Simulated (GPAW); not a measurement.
Wanted: an ASE script for a GPAW 26.7.0 run.

```yaml
Task: relaxation of cell and atoms
Functional: PBEsol
Dispersion: D4
Potentials_or_basis: PAW data sets generated in the run's folder for this functional
Cutoff: 600 eV
Basis: pw
k_mesh: 8 × 8 × 5
Occupations: fermi-dirac, width 0.05 eV
Spin: no spin polarisation
Maxiter: 150
Optimizer: BFGS
Fmax: 0.02 eV/Å
Max_steps: 60
Convergence: density=1e-05 forces=0.0001
```

The system is Ir.

```
CELL_PARAMETERS angstrom
2.75138 0.00000 0.00000
-1.37569 2.38276 0.00000
0.00000 0.00000 4.46229
ATOMIC_POSITIONS crystal
Ir 0.33333 0.66667 0.25000
Ir 0.66667 0.33333 0.75000
```

This isn't the form of Ir at room conditions, which is fcc.

One way to write it, as run:

run.py

```python
from ase import Atoms
from ase.calculators.mixing import SumCalculator
from ase.filters import FrechetCellFilter
from ase.io import write
from ase.optimize import BFGS
from dftd4.ase import DFTD4
from gpaw import GPAW, PW, setup_paths

setup_paths.insert(0, '.')

atoms = Atoms(['Ir', 'Ir'],
              cell=[[2.7513778946, 0.0, 0.0],
                    [-1.3756889473, 2.3827631521, 0.0],
                    [0.0, 0.0, 4.46229]],
              scaled_positions=[[0.3333333333, 0.6666666667, 0.25],
                                [0.6666666667, 0.3333333333, 0.75]],
              pbc=True)

calc = GPAW(mode=PW(600),
            xc='PBEsol',
            kpts={'size': (8, 8, 5), 'gamma': True},
            occupations={'name': 'fermi-dirac', 'width': 0.05},
            nbands=28,
            convergence={'density': 1e-05, 'forces': 0.0001},
            maxiter=150,
            txt='gpaw.txt')
atoms.calc = SumCalculator([calc, DFTD4(method='pbesol')])
opt = BFGS(FrechetCellFilter(atoms), trajectory='relax.traj', logfile='-')
done = opt.run(fmax=0.02, steps=60)
calc.write('gs.gpw')
write('result.traj', atoms)
print('Converged:', done)
print('Cell:', atoms.cell.cellpar().round(4))
print('Volume:', round(atoms.get_volume(), 4))
print(atoms.get_scaled_positions().round(5))
```

Potentials or basis: PAW data sets generated in the run's folder for this functional, pw.

Command:

```sh
$ gpaw-setup -f PBEsol Ir
$ OMP_NUM_THREADS=1 python run.py
```

It gave:

```json
{
  "Relaxed volume": "13.91 Å³/atom",
  "Relaxed cell": "a = 2.709 Å, b = 2.709 Å, c = 4.376 Å, α = 90.00°, β = 90.00°, γ = 120.00°",
  "Space group after relaxing (to 0.05 Å)": "P6_3/mmc (No. 194)",
  "Energy gained by relaxing": "41.8 meV/atom",
  "Ionic steps": "6",
  "Pressure after relaxing": "-0.1 GPa",
  "Band gap on the k mesh": "none (metal or under the smearing width)",
  "Dispersion energy per atom": "-0.547 eV"
}
```

Caveat: later steps reuse the first step's grids; pairwise dispersion overbinds metals, which lowers pressure and volume.

It took 63 s on 1 thread of AMD EPYC 7R43 64-Core Processor (Zen 3), with other jobs on the host, peak memory 0.23 GiB.
